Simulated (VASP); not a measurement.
# ZnS (Wurtzite-2H) (P6_3mc) in VASP: further runs

The runs below take ZnS (Wurtzite-2H) through single point, with PBE, HSE06.

All numbers are computed with VASP 6.6.1; they aren't measurements. Logs are shortened: lines on timing, memory, paths and dates and some standing lists are left out, and cuts for length are marked.

**The experiment to reproduce.**

From a printed reference work, monograph, for a bulk crystal of ZnS at 4 K: band gap 3.911 eV (direct).

How close the calculation comes is told below.

## (1) The structure

It takes space group P6_3mc (No. 186, hexagonal). Conventional cell: a = 3.811 Å, b = 3.811 Å, c = 6.234 Å, α = 90.00°, β = 90.00°, γ = 120.00°. Zn (site symmetry 3m) has 4 S at 2.31 to 2.40 Å as nearest neighbours. S (site symmetry 3m) has 4 Zn at 2.31 to 2.40 Å as nearest neighbours.

## (2) Single point, PBE

File INCAR:

```
PREC = Accurate
ENCUT = 520
EDIFF = 1E-6
ISMEAR = 0
SIGMA = 0.022
LREAL = F
LASPH = T
NELM = 80
ALGO = Fast
ISIF = 2
LWAVE = F
LCHARG = T
GGA = PE
LELF = T
LVHAR = T
```

File KPOINTS:

```
Automatic mesh
0
Gamma
  8 8 5
```

File POSCAR:

```
ZnS
1.0
    3.8110000000      0.0000000000      0.0000000000
   -1.9055000000      3.3004228138      0.0000000000
    0.0000000000      0.0000000000      6.2340000000
Zn S
2 2
Direct
    0.6666666667      0.3333333333      0.5000000000
    0.3333333333      0.6666666667      0.0000000000
    0.6666666667      0.3333333333      0.8850000000
    0.3333333333      0.6666666667      0.3850000000
```

Potentials or basis: VASP PAW PBE potentials, release 64 (Zn, S).

The run is started by

```console
cat potpaw_PBE.64/Zn/POTCAR potpaw_PBE.64/S/POTCAR > POTCAR
mpirun -np 1 vasp_std > vasp.out
```

OUTCAR:

```text
PREC = Accurate
   ENCUT = 520
   EDIFF = 1E-6
   ISMEAR = 0
   LREAL = F
   LASPH = T
   NELM = 80
   ISIF = 2
   GGA = PE

 ion  position               nearest neighbor table
   1  0.667  0.333  0.500-   4 2.31   4 2.31   4 2.31   3 2.40
   2  0.333  0.667  0.000-   3 2.31   3 2.31   3 2.31   4 2.40
   3  0.667  0.333  0.885-   2 2.31   2 2.31   2 2.31   1 2.40
   4  0.333  0.667  0.385-   1 2.31   1 2.31   1 2.31   2 2.40

  LATTYP: Found a hexagonal cell.
 ALAT       =     3.8110000000
 C/A-ratio  =     1.6357911309

  Lattice vectors:

 A1 = (   3.8110000000,   0.0000000000,   0.0000000000)
 A2 = (  -1.9055000000,   3.3004228138,   0.0000000000)
 A3 = (   0.0000000000,   0.0000000000,   6.2340000000)

Analysis of symmetry for initial positions (statically):
=====================================================================
 Subroutine PRICEL returns:
 Original cell was already a primitive cell.

 Routine SETGRP: Setting up the symmetry group for a
 hexagonal supercell.

 Subroutine GETGRP returns: Found 12 space group operations
 (whereof  6 operations were pure point group operations)
 out of a pool of 24 trial point group operations.

The static configuration has the point symmetry C_3v.
 The point group associated with its full space group is C_6v.

Analysis of symmetry for dynamics (positions and initial velocities):
=====================================================================
 Subroutine PRICEL returns:
 Original cell was already a primitive cell.

 Routine SETGRP: Setting up the symmetry group for a
 hexagonal supercell.

 Subroutine GETGRP returns: Found 12 space group operations
 (whereof  6 operations were pure point group operations)
 out of a pool of 24 trial point group operations.

The dynamic configuration has the point symmetry C_3v.
 The point group associated with its full space group is C_6v.

 Subroutine INISYM returns: Found 12 space group operations
 (whereof  6 operations are pure point group operations),
 and found     1 'primitive' translations

----------------------------------------------------------------------------------------

                                     Primitive cell

  volume of cell :      78.4107

  direct lattice vectors                    reciprocal lattice vectors
     3.811000000  0.000000000  0.000000000     0.262398321  0.151495741  0.000000000
    -1.905500000  3.300422814  0.000000000     0.000000000  0.302991482  0.000000000
     0.000000000  0.000000000  6.234000000     0.000000000  0.000000000  0.160410651

  length of vectors
[... 90 lines left out ...]
   IBRION =     -1    ionic relax: 0-MD 1-quasi-New 2-CG
   NFREE  =      0    steps in history (QN), initial steepest desc. (CG)
   ISIF   =      2    stress and relaxation
   ISYM   =      2    0-nonsym 1-usesym 2-fastsym
   POTIM  = 0.5000    time-step for ionic-motion
   TEBEG  =    0.0;   TEEND  =   0.0 temperature during run
   PSTRESS=    0.0 pullay stress
   NELECT =      36.0000    total number of electrons
   NUPDOWN=      -1.0000    fix difference up-down
   EMIN   =  10.00;   EMAX   =-10.00  energy-range for DOS
   EFERMI =   0.00;   METHOD = LEGACY
   ISMEAR =     0;   SIGMA  =   0.02  broadening in eV -4-tet -1-fermi 0-gaus
   EFERMI_NEDOS =   21; number of points for ismear=-14 and -15
   IALGO  =     68    algorithm
   IMIX   =      4    mixing-type and parameters
     AMIX     =   0.40;   BMIX     =  1.00
     AMIX_MAG =   1.60;   BMIX_MAG =  1.00
  volume/ion in A,a.u.               =      19.60       132.29
  Fermi-wavevector in a.u.,A,eV,Ry     =   1.262943  2.386617 21.701647  1.595026
  Thomas-Fermi vector in A             =   2.396326
   LORBIT       =      0    0 simple, 1 ext, 2 COOP (PROOUT), +10 PAW based schemes
   GGA     = PE    functional components
   LHFCALC =     F    Hartree Fock is set to
   AEXX    =    0.0000 exact exchange contribution
   IVDW    =     0    specifies the selected vdW correction
   LEPSILON=     F    determine dielectric tensor
   LRPA    =     F    only Hartree local field effects (RPA)
 non-spin polarized calculation
 RMM-DIIS sequential band-by-band and
 Gauss-broadening in eV      SIGMA  =   0.02
  energy-cutoff  :      520.00
  volume of cell :       78.41
 maximum number of plane-waves:      2128
   NGX = 15   NGY = 15   NGZ = 23

 number of electron      35.9999977 magnetization

 Free energy of the ion-electron system (eV)
  ---------------------------------------------------
  ext. energy  EPLUGINS =         0.00000000
  ---------------------------------------------------
  free energy    TOTEN  =       -13.65381306 eV

  energy without entropy =      -13.65381306  energy(sigma->0) =      -13.65381306

 E-fermi :   2.2858     XC(G=0):  -9.6508

 val. band max:        2.1629553777   @ k =   0.0000   0.0000   0.0000
 cond. band min:       4.4163716499   @ k =   0.0000   0.0000   0.0000
 fundamental gap:      2.2534162722
 Fermi energy:         2.2857544214

 k-point     1 :       0.0000    0.0000    0.0000
  band No.  band energies     occupation
      1     -11.0310      2.00000
      2     -10.1079      2.00000
      3      -4.2040      2.00000
      4      -4.2040      2.00000
      5      -4.1397      2.00000
      6      -4.1397      2.00000
[... 589 lines left out ...]
     21       7.4210      0.00000
     22       7.8914      0.00000

 [... further k-points ...]

------------------------ aborting loop because EDIFF is reached ----------------------------------------

  FORCE on cell =-STRESS in cart. coord.  units (eV):
  Direction    XX          YY          ZZ          XY          YZ          ZX
  --------------------------------------------------------------------------------------
  -------------------------------------------------------------------------------------
  Total        1.4362070      1.4362070      0.4256654      0.0000000      0.0000000     -0.0000000
  in kB       29.3462275     29.3462275      8.6976828      0.0000000      0.0000000     -0.0000000
  external PRESSURE =      22.4633792 kB  Pullay stress =       0.0000000 kB

 VOLUME and BASIS-vectors are now :
 -----------------------------------------------------------------------------
  energy-cutoff  :      520.00
  volume of cell :       78.41
      direct lattice vectors                 reciprocal lattice vectors
     3.811000000  0.000000000  0.000000000     0.262398321  0.151495741  0.000000000
    -1.905500000  3.300422814  0.000000000     0.000000000  0.302991482  0.000000000
     0.000000000  0.000000000  6.234000000     0.000000000  0.000000000  0.160410651

 POSITION                                       TOTAL-FORCE (eV/Angst)
 -----------------------------------------------------------------------------------
      1.90550      1.10014      3.11700         0.000000      0.000000      0.322873
     -0.00000      2.20028      0.00000        -0.000000      0.000000      0.322873
      1.90550      1.10014      5.51709        -0.000000     -0.000000     -0.322873
     -0.00000      2.20028      2.40009        -0.000000     -0.000000     -0.322873
 -----------------------------------------------------------------------------------
    total drift:                               -0.000000     -0.000000     -0.000371

  FREE ENERGIE OF THE ION-ELECTRON SYSTEM (eV)
  ---------------------------------------------------
  free  energy   TOTEN  =       -13.6538130551 eV

  energy  without entropy=      -13.6538130551  energy(sigma->0) =      -13.65381306
```

Wall time 35 s (1 thread of Intel Xeon Platinum 8559C (Emerald Rapids), shared host); peak memory 0.2 GiB.

Results:

```
Free energy            : -13.6538 eV
Pressure               : 2.2 GPa
Largest force          : 0.323 eV/Å
Band gap on the k mesh : 2.25 eV, direct
```

Forces in eV/Å, atoms in the order of the input:
```
Zn   0.000  0.000  0.323
Zn   0.000  0.000  0.323
S    0.000  0.000 -0.323
S    0.000  0.000 -0.323
```

## (3) Single point, HSE06

POSCAR is that of step 2.

File INCAR.step1:

```
ALGO = Normal ; EDIFF = 1E-5
ENCUT = 250 ; GGA = PE
ISIF = 2 ; ISMEAR = 0
LASPH = True ; LCHARG = False
LREAL = False ; LWAVE = True
NBANDS = 26 ; NELM = 100
NKRED = 1 ; PREC = Accurate
SIGMA = 0.01
```

File INCAR.step2:

```
ALGO = Normal ; EDIFF = 1E-6
ENCUT = 250 ; GGA = PE
HFSCREEN = 0.2 ; ISIF = 2
ISMEAR = 0 ; ISTART = 1
LASPH = True ; LCHARG = False
LHFCALC = True ; LREAL = False
LWAVE = False ; NBANDS = 26
NELM = 100 ; NKRED = 1
PREC = Accurate ; PRECFOCK = Fast
SIGMA = 0.01
```

File KPOINTS:

```
k-points
0
Gamma
  4 4 3
```

Potentials or basis: VASP PAW PBE potentials, release 64 (Zn, S).

The run is started by

```console
cat potpaw_PBE.64/Zn/POTCAR potpaw_PBE.64/S/POTCAR > POTCAR
cp INCAR.step1 INCAR
mpirun -np 1 vasp_std > vasp.out
cp INCAR.step2 INCAR
mpirun -np 1 vasp_std > vasp.out
```

It took 3.3 min on 1 thread of Intel Xeon Platinum 8488C (Sapphire Rapids), shared host; peak memory 0.23 GiB.

The run converged, but a check on its numbers failed (symmetry, net force, bounds or a known fault of this set-up), so they aren't taken as properties of the crystal.

Caveat: the k mesh is coarse (spacing up to 0.48 Å⁻¹), so the values aren't converged, least of all with exact exchange; the cutoff lies under the usual one of these potentials, so the numbers hold a large basis-set error; the PAW data sets were made with another functional, which shifts forces and pressure a little.

## (4) Single point, HSE06

POSCAR is that of step 3.

Edit INCAR.step1 of step 3 so:

```diff
@@ -1,3 +1,3 @@
 ALGO = Normal ; EDIFF = 1E-5
-ENCUT = 250 ; GGA = PE
+ENCUT = 350 ; GGA = PE
 ISIF = 2 ; ISMEAR = 0
```

Edit INCAR.step2 of step 3 so:

```diff
@@ -1,3 +1,3 @@
 ALGO = Normal ; EDIFF = 1E-6
-ENCUT = 250 ; GGA = PE
+ENCUT = 350 ; GGA = PE
 HFSCREEN = 0.2 ; ISIF = 2
```

File KPOINTS:

```
k-points
0
Gamma
  4 4 2
```

The run is started by

```console
cat potpaw_PBE.64/Zn/POTCAR potpaw_PBE.64/S/POTCAR > POTCAR
cp INCAR.step1 INCAR
mpirun -np 1 vasp_std > vasp.out
cp INCAR.step2 INCAR
mpirun -np 1 vasp_std > vasp.out
```

Run time: 3.4 min. Hardware: 1 thread of Intel Xeon Platinum 8488C (Sapphire Rapids), shared host; peak memory 0.26 GiB.

The run converged, but some of its settings lie outside the range that counts as converged, so its numbers aren't taken as properties of the crystal.

What came out:

| Item | Value |
| --- | --- |
| Free energy | -16.7072 eV |
| Pressure | 1.5 GPa |
| Largest force | 0.337 eV/Å |
| Band gap on the k mesh | 3.48 eV, direct |

Caveat: the k mesh is coarse (spacing up to 0.50 Å⁻¹), so the values aren't converged, least of all with exact exchange; the PAW data sets were made with another functional, which shifts forces and pressure a little.

## (5) The reference run

An earlier run on the cell as given: functional PBEsol; potentials or basis VASP PAW PBE potentials, release 64 (Zn, S); cutoff 520 eV; k mesh 8 × 8 × 5; occupations fermi-dirac, width 0.05 eV; no spin polarisation.

* Pressure: -1.1 GPa
* Largest force: 0.309 eV/Å
* Band gap on the k mesh: 2.12 eV, direct

## (6) Comparison with measurements

Step 2. Measured gap of ZnS: 3.911 eV (direct; 4 K; a printed reference work, monograph). This calculation gives 2.25 eV (-1.66 eV). The value is that of PBE, without temperature or zero-point motion. Semilocal functionals fall short of measured gaps as a rule.
